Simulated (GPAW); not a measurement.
Runs of GPAW 26.7.0 on Os. The structure is hexagonal, space group P6_3/mmc (No. 194). The conventional cell has a = 2.734 Å, b = 2.734 Å, c = 4.320 Å, α = 90.00°, β = 90.00°, γ = 120.00°. Os (site symmetry -6m2) has 12 Os at 2.68 to 2.73 Å as nearest neighbours. 

```tsv
task	level	potentials or basis	spin	cell	cutoff (eV)	maxiter	band path	band points	data set	spin axis theta (degrees)	grid spacing	other keys	gap on the mesh (eV)	pressure (GPa)	V0 of scaled cells (Å³/atom)	B0 (GPa)
single point	PBE	GPAW PAW data sets (gpaw-data 1.2.1), pw	off	as given	700	75	-	-	-	-	-	several, not listed	none	5.9	-	-
equation of state	PBE	JTH PAW 2.0, PBE, pw	off	as given	600	150	-	-	Os jth	-	-	-	-	-	14.23	(b)
band structure	SCAN	GPAW PAW data sets (gpaw-data 1.2.1), pw	SOC, no magnetisation	as given	600	150	GMKGALHA,LM,KH	60	-	90	-	-	-	-14.9	-	-
band structure	PBE	JTH PAW 2.0, PBE, pw	off	as given	600	150	GMKGALHA,LM,KH	80	Os jth	-	-	-	-	(a)	-	-
relaxation of cell and atoms	PBEsol+D4	PAW data sets generated in the run's folder for this functional, pw	off	relaxed	600	150	-	-	-	-	-	-	none	0.0	-	-
equation of state	LDA	PAW data sets generated in the run's folder for this functional, pw	off	as given	600	150	-	-	-	-	-	-	-	-	13.55	452
band structure	rSCAN	GPAW PAW data sets (gpaw-data 1.2.1), pw	SOC, no magnetisation	as given	600	150	GMKGALHA,LM,KH	60	-	90	-	-	-	-1.2	-	-
```

Alike in all rows: k mesh 8 × 8 × 5; smearing fermi-dirac 0.05 eV.

Task: Estimate the missing entries.

Result: (a) 7.3; (b) 407.

Caveats: the program truncates these outside data sets (some runs); the cell was scaled at fixed shape and fractional positions, which overstates the stiffness of a crystal with free parameters, most of all of layers and chains (some runs); spin-orbit coupling was added after a scalar SCF, so levels and gaps hold it while energy, forces, pressure and moments don't (some runs); this program's spin-orbit splittings come out too wide for heavy elements (some runs); the PAW data sets were made with another functional, which shifts forces and pressure a little (some runs); spin-orbit coupling is left out, which moves the levels of the heavy elements (some runs); later steps reuse the first step's grids (some runs).

A k mesh can miss the band edges, and rows without SOC leave out spin-orbit coupling on Os.

A gap of «none» marks a metal or a gap under the smearing width.

The runs don't all hold the same shells in valence.
